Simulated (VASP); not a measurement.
# CdS (Fm-3m) in VASP: a series of runs, part 2 of 3

VASP 6.6.1.

### 3 Dielectric tensor, PBEsol

INCAR reads:

```
PREC = Accurate
ENCUT = 500
EDIFF = 1E-8
ISMEAR = 0
SIGMA = 0.01
LREAL = F
LASPH = T
NELM = 100
ALGO = Normal
ISIF = 2
LWAVE = F
LCHARG = F
GGA = PS
LEPSILON = T
```

KPOINTS reads:

```
regular mesh
0
Gamma
  7 7 7
```

POSCAR reads:

```
CdS
1.0
    0.0000000000      2.7532440000      2.7532440000
    2.7532440000      0.0000000000      2.7532440000
    2.7532440000      2.7532440000      0.0000000000
Cd S
1 1
Direct
    0.0000000000      0.0000000000      0.0000000000
    0.5000000000      0.5000000000      0.5000000000
```

Potentials or basis: VASP PAW PBE potentials, release 64 (Cd, S).

On the command line:

```console
$ cat potpaw_PBE.64/Cd/POTCAR potpaw_PBE.64/S/POTCAR > POTCAR
$ mpirun -np 1 vasp_std > vasp.out
```

OUTCAR:

```text
PREC = Accurate
   ENCUT = 500
   EDIFF = 1E-8
   ISMEAR = 0
   LREAL = F
   LASPH = T
   NELM = 100
   ISIF = 2
   GGA = PS
   LEPSILON = T

 Found     20 irreducible k-points:

 Following reciprocal coordinates:
            Coordinates               Weight
  0.000000  0.000000  0.000000      1.000000
  0.142857  0.000000  0.000000      8.000000
  0.285714  0.000000  0.000000      8.000000
  0.428571  0.000000  0.000000      8.000000
  0.142857  0.142857  0.000000      6.000000
  0.285714  0.142857  0.000000     24.000000
   k-points           NKPTS =     20   k-points in BZ     NKDIM =     20   number of bands    NBANDS=     13
   number of dos      NEDOS =    301   number of ions     NIONS =      2
   total plane-waves  NPLWV =  21952
   dimension x,y,z NGX =    28 NGY =   28 NGZ =   28
   dimension x,y,z NGXF=    56 NGYF=   56 NGZF=   56
   ions per type =               1   1
   NGX,Y,Z   is equivalent  to a cutoff of  11.95, 11.95, 11.95 a.u.
   NGXF,Y,Z  is equivalent  to a cutoff of  23.91, 23.91, 23.91 a.u.
 SYSTEM =  unknown system
   PREC   = accura    normal or accurate (medium, high low for compatibility)
   ISTART =      0    job   : 0-new  1-cont  2-samecut
   ICHARG =      2    charge: 1-file 2-atom 10-const
   ISPIN  =      1    spin polarized calculation?
   LNONCOLLINEAR =      F non collinear calculations
   LSORBIT =      F    spin-orbit coupling
   LASPH  =      T    aspherical Exc in radial PAW
   ENCUT  =  500.0 eV  36.75 Ry    6.06 a.u.   7.10  7.10  7.10*2*pi/ulx,y,z
   NELM   =    100;   NELMIN=  2; NELMDL= -5     # of ELM steps
   EDIFF  = 0.1E-07   stopping-criterion for ELM
   LREAL  =      F    real-space projection
   EDIFFG = 0.1E-06   stopping-criterion for IOM
   NSW    =      0    number of steps for IOM
   IBRION =     -1    ionic relax: 0-MD 1-quasi-New 2-CG
   NFREE  =      0    steps in history (QN), initial steepest desc. (CG)
   ISIF   =      2    stress and relaxation
   ISYM   =      2    0-nonsym 1-usesym 2-fastsym
   POTIM  = 0.5000    time-step for ionic-motion
   TEBEG  =    0.0;   TEEND  =   0.0 temperature during run
   PSTRESS=    0.0 pullay stress
   NELECT =      18.0000    total number of electrons
   NUPDOWN=      -1.0000    fix difference up-down
   EMIN   =  10.00;   EMAX   =-10.00  energy-range for DOS
   EFERMI =   0.00;   METHOD = LEGACY
   ISMEAR =     0;   SIGMA  =   0.01  broadening in eV -4-tet -1-fermi 0-gaus
   EFERMI_NEDOS =   21; number of points for ismear=-14 and -15
   IALGO  =     38    algorithm
   IMIX   =      4    mixing-type and parameters
     AMIX     =   0.40;   BMIX     =  1.00
     AMIX_MAG =   1.60;   BMIX_MAG =  1.00
  volume/ion in A,a.u.               =      20.87       140.84
  Fermi-wavevector in a.u.,A,eV,Ry     =   1.236833  2.337275 20.813583  1.529755
  Thomas-Fermi vector in A             =   2.371425
   LORBIT       =      0    0 simple, 1 ext, 2 COOP (PROOUT), +10 PAW based schemes
   GGA     = PS    functional components
   LHFCALC =     F    Hartree Fock is set to
   AEXX    =    0.0000 exact exchange contribution
   IVDW    =     0    specifies the selected vdW correction
   LEPSILON=     T    determine dielectric tensor
   LRPA    =     F    only Hartree local field effects (RPA)
 non-spin polarized calculation
 Gauss-broadening in eV      SIGMA  =   0.01
  energy-cutoff  :      500.00
  volume of cell :       41.74
 maximum number of plane-waves:      1067
[... 112 lines left out ...]
  Direction    XX          YY          ZZ          XY          YZ          ZX
  --------------------------------------------------------------------------------------
  -------------------------------------------------------------------------------------
  Total       -1.0312455     -1.0312455     -1.0312455     -0.0000000      0.0000000     -0.0000000
  in kB      -39.5829842    -39.5829842    -39.5829842     -0.0000000      0.0000000     -0.0000000
  external PRESSURE =     -39.5829842 kB  Pullay stress =       0.0000000 kB

 VOLUME and BASIS-vectors are now :
 -----------------------------------------------------------------------------
  energy-cutoff  :      500.00
  volume of cell :       41.74
      direct lattice vectors                 reciprocal lattice vectors
     0.000000000  2.753244000  2.753244000    -0.181603955  0.181603955  0.181603955
     2.753244000  0.000000000  2.753244000     0.181603955 -0.181603955  0.181603955
     2.753244000  2.753244000  0.000000000     0.181603955  0.181603955 -0.181603955

 POSITION                                       TOTAL-FORCE (eV/Angst)
 -----------------------------------------------------------------------------------
      0.00000      0.00000      0.00000        -0.000000      0.000000      0.000000
      2.75324      2.75324      2.75324         0.000000     -0.000000     -0.000000
 -----------------------------------------------------------------------------------
    total drift:                                0.000000      0.000000      0.000000

  FREE ENERGIE OF THE ION-ELECTRON SYSTEM (eV)
  ---------------------------------------------------
  free  energy   TOTEN  =        -6.6166628240 eV

  energy  without entropy=       -6.6166628240  energy(sigma->0) =       -6.61666282

 HEAD OF MICROSCOPIC STATIC DIELECTRIC TENSOR (INDEPENDENT PARTICLE, excluding Hartree and local field effects)
 ------------------------------------------------------
          11.034039    -0.000000     0.000000
           0.000000    11.034039     0.000000
          -0.000000     0.000000    11.034039
 ------------------------------------------------------

 Free energy of the ion-electron system (eV)
  ---------------------------------------------------
  ---------------------------------------------------
  free energy    TOTEN  =        -1.16186971 eV

  energy without entropy =       -1.16186971

------------------------ aborting loop because EDIFF is reached ----------------------------------------

--------------------------------------- Ionic step        2  -------------------------------------------

------------------------ aborting loop because EDIFF is reached ----------------------------------------

--------------------------------------- Ionic step        3  -------------------------------------------

 Free energy of the ion-electron system (eV)
  ---------------------------------------------------
  ---------------------------------------------------
  free energy    TOTEN  =        -1.16186772 eV

  energy without entropy =       -1.16186772

------------------------ aborting loop because EDIFF is reached ----------------------------------------

 PIEZOELECTRIC TENSOR FIELD DIRECTION 3  (e Angst)
 -----------------------------------------------------------------------------
     0.00090  0.00000  0.00000           ( -0.00000  0.00000  0.00000)
     0.00000  0.00090 -0.00000           (  0.00000 -0.00000 -0.00000)
     0.00000 -0.00000 -0.00382           (  0.00000 -0.00000  0.00002)

 PIEZOELECTRIC TENSOR FIELD DIRECTION 3  (C/m^2)
 -----------------------------------------------------------------------------
     0.00034  0.00000  0.00000
     0.00000  0.00034 -0.00000
     0.00000 -0.00000 -0.00147

 MACROSCOPIC STATIC DIELECTRIC TENSOR (including local field effects in DFT)
 ------------------------------------------------------
          10.600855     0.000000    -0.000000
           0.000000    10.600855    -0.000000
          -0.000000     0.000000    10.600855
 ------------------------------------------------------

 PIEZOELECTRIC TENSOR (including local field effects)  for field in x, y, z        (e  Angst)
          XX          YY          ZZ          XY          YZ          ZX
  --------------------------------------------------------------------------------
  x     0.00000     0.00000     0.00000     0.00000     0.00000     0.00000
  y     0.00000     0.00000     0.00000     0.00000     0.00000     0.00000
  z     0.00000     0.00000     0.00000     0.00000     0.00000     0.00000

 PIEZOELECTRIC TENSOR (including local field effects)  for field in x, y, z        (C/m^2)
          XX          YY          ZZ          XY          YZ          ZX
  --------------------------------------------------------------------------------
  x     0.00000     0.00000     0.00000     0.00000     0.00000     0.00000
  y     0.00000     0.00000     0.00000     0.00000     0.00000     0.00000
  z     0.00000     0.00000     0.00000     0.00000     0.00000     0.00000

 BORN EFFECTIVE CHARGES (including local field effects) (in |e|, cummulative output)
 ---------------------------------------------------------------------------------
 ion    1
    1     3.09069     0.00000     0.00000
    2     0.00000     3.09069     0.00000
    3     0.00000     0.00000     3.09069
 ion    2
    1    -3.09069     0.00000     0.00000
    2     0.00000    -3.09069     0.00000
    3     0.00000     0.00000    -3.09069
```

OSZICAR:

```text
N       E                     dE             d eps       ncg     rms          rms(c)
DAV:   1     0.969044345437E+02    0.96904E+02   -0.93205E+03   560   0.125E+03
DAV:   2    -0.340811295664E+01   -0.10031E+03   -0.94860E+02   615   0.280E+02
[... 12 lines left out ...]
RMM:   6    -0.116106913136E+01   -0.69327E-04   -0.66530E-05  1506   0.467E-02    0.202E-02
RMM:   7    -0.116181140013E+01   -0.74227E-03   -0.47004E-06  1645   0.165E-02    0.246E-03
RMM:   8    -0.116186283914E+01   -0.51439E-04   -0.11964E-06  1635   0.364E-03    0.940E-04
RMM:   9    -0.116186717527E+01   -0.43361E-05   -0.59142E-06  1585   0.128E-03    0.259E-04
RMM:  10    -0.116186765322E+01   -0.47795E-06   -0.39696E-06  1528   0.268E-04    0.332E-05
RMM:  11    -0.116186801845E+01   -0.36523E-06   -0.89214E-07   737   0.527E-05    0.147E-05
RMM:  12    -0.116186772409E+01    0.29435E-06   -0.10313E-07   494   0.481E-05    0.968E-07
```

It took 54 s on 1 thread of AMD EPYC 9R45 (Zen 5), shared host; peak memory 0.18 GiB.

The run converged, but some of its settings lie outside the range that counts as converged, so its numbers aren't taken as properties of the crystal.

Results:

* Band gap on the k mesh: 0.39 eV, indirect (least direct gap 1.41 eV)
* Electronic dielectric tensor (diagonal): 10.60
* Born charges (mean of the diagonal): Cd +3.09; S -3.09 e

Caveat: the gap is small at this level, which inflates the dielectric constant; the PAW data sets were made with another functional, which shifts forces and pressure a little; an odd mesh through Γ misses points on the zone boundary, where band edges often lie.

### 4 Dielectric tensor, PBEsol

INCAR, as its differences from that of step 3:

```diff
@@ -1,3 +1,3 @@
 PREC = Accurate
-ENCUT = 500
+ENCUT = 400
 EDIFF = 1E-8
```

KPOINTS reads:

```
regular mesh
0
Gamma
  8 8 8
```

POSCAR is that of step 3.

Potentials or basis: VASP PAW PBE potentials, release 64 (Cd, S).

On the command line:

```console
$ cat potpaw_PBE.64/Cd/POTCAR potpaw_PBE.64/S/POTCAR > POTCAR
$ mpirun -np 1 vasp_std > vasp.out
```

OUTCAR:

```text
PREC = Accurate
   ENCUT = 400
   EDIFF = 1E-8
   ISMEAR = 0
   LREAL = F
   LASPH = T
   NELM = 100
   ISIF = 2
   GGA = PS
   LEPSILON = T

 Found     29 irreducible k-points:

 Following reciprocal coordinates:
            Coordinates               Weight
  0.000000  0.000000  0.000000      1.000000
  0.125000  0.000000  0.000000      8.000000
  0.250000  0.000000  0.000000      8.000000
  0.375000  0.000000  0.000000      8.000000
  0.500000  0.000000  0.000000      4.000000
  0.125000  0.125000  0.000000      6.000000
   k-points           NKPTS =     29   k-points in BZ     NKDIM =     29   number of bands    NBANDS=     13
   number of dos      NEDOS =    301   number of ions     NIONS =      2
   total plane-waves  NPLWV =  21952
   dimension x,y,z NGX =    28 NGY =   28 NGZ =   28
   dimension x,y,z NGXF=    56 NGYF=   56 NGZF=   56
   ions per type =               1   1
   NGX,Y,Z   is equivalent  to a cutoff of  11.95, 11.95, 11.95 a.u.
   NGXF,Y,Z  is equivalent  to a cutoff of  23.91, 23.91, 23.91 a.u.
 SYSTEM =  unknown system
   PREC   = accura    normal or accurate (medium, high low for compatibility)
   ISTART =      0    job   : 0-new  1-cont  2-samecut
   ICHARG =      2    charge: 1-file 2-atom 10-const
   ISPIN  =      1    spin polarized calculation?
   LNONCOLLINEAR =      F non collinear calculations
   LSORBIT =      F    spin-orbit coupling
   LASPH  =      T    aspherical Exc in radial PAW
   ENCUT  =  400.0 eV  29.40 Ry    5.42 a.u.   6.35  6.35  6.35*2*pi/ulx,y,z
   NELM   =    100;   NELMIN=  2; NELMDL= -5     # of ELM steps
   EDIFF  = 0.1E-07   stopping-criterion for ELM
   LREAL  =      F    real-space projection
   EDIFFG = 0.1E-06   stopping-criterion for IOM
   NSW    =      0    number of steps for IOM
   IBRION =     -1    ionic relax: 0-MD 1-quasi-New 2-CG
   NFREE  =      0    steps in history (QN), initial steepest desc. (CG)
   ISIF   =      2    stress and relaxation
   ISYM   =      2    0-nonsym 1-usesym 2-fastsym
   POTIM  = 0.5000    time-step for ionic-motion
   TEBEG  =    0.0;   TEEND  =   0.0 temperature during run
   PSTRESS=    0.0 pullay stress
   NELECT =      18.0000    total number of electrons
   NUPDOWN=      -1.0000    fix difference up-down
   EMIN   =  10.00;   EMAX   =-10.00  energy-range for DOS
   EFERMI =   0.00;   METHOD = LEGACY
[... 171 lines left out ...]
  ---------------------------------------------------
  ---------------------------------------------------
  free energy    TOTEN  =        -1.10817013 eV

  energy without entropy =       -1.10817013

------------------------ aborting loop because EDIFF is reached ----------------------------------------

--------------------------------------- Ionic step        2  -------------------------------------------

------------------------ aborting loop because EDIFF is reached ----------------------------------------

--------------------------------------- Ionic step        3  -------------------------------------------

 Free energy of the ion-electron system (eV)
  ---------------------------------------------------
  ---------------------------------------------------
  free energy    TOTEN  =        -1.10817465 eV

  energy without entropy =       -1.10817465

------------------------ aborting loop because EDIFF is reached ----------------------------------------

 PIEZOELECTRIC TENSOR FIELD DIRECTION 3  (e Angst)
 -----------------------------------------------------------------------------
     0.00031  0.00000  0.00000           ( -0.00000  0.00000  0.00000)
     0.00000  0.00031  0.00000           (  0.00000 -0.00000 -0.00000)
     0.00000  0.00000 -0.00302           (  0.00000 -0.00000  0.00002)

 PIEZOELECTRIC TENSOR FIELD DIRECTION 3  (C/m^2)
 -----------------------------------------------------------------------------
     0.00012  0.00000  0.00000
     0.00000  0.00012  0.00000
     0.00000  0.00000 -0.00116

 MACROSCOPIC STATIC DIELECTRIC TENSOR (including local field effects in DFT)
 ------------------------------------------------------
          10.150254     0.000000     0.000000
           0.000000    10.150254     0.000000
           0.000000    -0.000000    10.150254
 ------------------------------------------------------

 PIEZOELECTRIC TENSOR (including local field effects)  for field in x, y, z        (e  Angst)
          XX          YY          ZZ          XY          YZ          ZX
  --------------------------------------------------------------------------------
  x     0.00000     0.00000     0.00000     0.00000     0.00000     0.00000
  y     0.00000     0.00000     0.00000     0.00000     0.00000     0.00000
  z     0.00000     0.00000     0.00000     0.00000     0.00000     0.00000

 PIEZOELECTRIC TENSOR (including local field effects)  for field in x, y, z        (C/m^2)
          XX          YY          ZZ          XY          YZ          ZX
  --------------------------------------------------------------------------------
  x     0.00000     0.00000     0.00000     0.00000     0.00000     0.00000
  y     0.00000     0.00000     0.00000     0.00000     0.00000     0.00000
  z     0.00000     0.00000     0.00000     0.00000     0.00000     0.00000

 BORN EFFECTIVE CHARGES (including local field effects) (in |e|, cummulative output)
 ---------------------------------------------------------------------------------
 ion    1
    1     3.05053    -0.00000     0.00000
    2    -0.00000     3.05053    -0.00000
    3     0.00000    -0.00000     3.05053
 ion    2
    1    -3.05053     0.00000    -0.00000
    2     0.00000    -3.05053     0.00000
    3    -0.00000     0.00000    -3.05053
```

Wall time 73 s (1 thread of AMD EPYC 9R45 (Zen 5), shared host); peak memory 0.18 GiB.

These settings aren't checked as converged: the numbers below hold their error.

Results:

| Quantity | Value |
| --- | --- |
| Band gap on the k mesh | 0.13 eV, indirect (least direct gap 1.41 eV) |
| Electronic dielectric tensor (diagonal) | 10.15 |
| Born charges (mean of the diagonal) | Cd +3.05; S -3.05 e |

Caveat: the gap is small at this level, which inflates the dielectric constant; the PAW data sets were made with another functional, which shifts forces and pressure a little.

[end of part 2 of 3]
